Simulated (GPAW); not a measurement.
The system is FeSi2 (Linzhiite).

```
Fe Si
1.0
     2.68400    0.00000    0.00000
     0.00000    2.68400    0.00000
     0.00000    0.00000    5.12800
Fe Si
1 2
Direct
  0.00000 0.00000 0.00000
  0.50000 0.50000 0.73000
  0.50000 0.50000 0.27000
```

* Program: GPAW 26.7.0
* Task: relaxation of cell and atoms
* Functional: PBEsol
* Dispersion: D3(BJ)+ATM
* Potentials or basis: PAW data sets generated in the run's folder for this functional
* Cutoff: 600 eV
* Basis: pw
* k mesh: 7 × 7 × 4
* Occupations: fermi-dirac, width 0.05 eV
* Spin: collinear spin, ferromagnetic start
* Starting moments: [3.0, 0.0, 0.0] μB

At the start: pressure -3.3 GPa; volume 12.31 Å³/atom.

Where does the relaxation end?

Over 5 steps the energy falls by 4.6 meV/atom and the volume is 12.08 Å³/atom (-1.9 %); space group P4/mmm (No. 123, to 0.05 Å); moment 0.11 μB per cell.

The path:
```tsv
step	energy change (eV)	largest force (eV/Å)	pressure (GPa)	volume (Å³)
1	0.0000	0.4032	-3.35	36.94
2	-0.0066	0.2372	-2.85	36.81
3	-0.0128	0.1167	-1.09	36.42
4	-0.0133	0.0724	-0.74	36.37
5	-0.0137	0.0014	0.00	36.25
```

Final structure:
```
Fe Si
1.0
     2.67058    0.00000    0.00000
     0.00000    2.67058    0.00000
     0.00000    0.00000    5.08306
Fe Si
1 2
Direct
  0.00000 0.00000 0.00000
  0.50000 0.50000 0.72716
  0.50000 0.50000 0.27284
```

Caveat: each step starts from the last one's moments, so a moment once lost doesn't come back; later steps reuse the first step's grids; pairwise dispersion overbinds metals, which lowers pressure and volume.
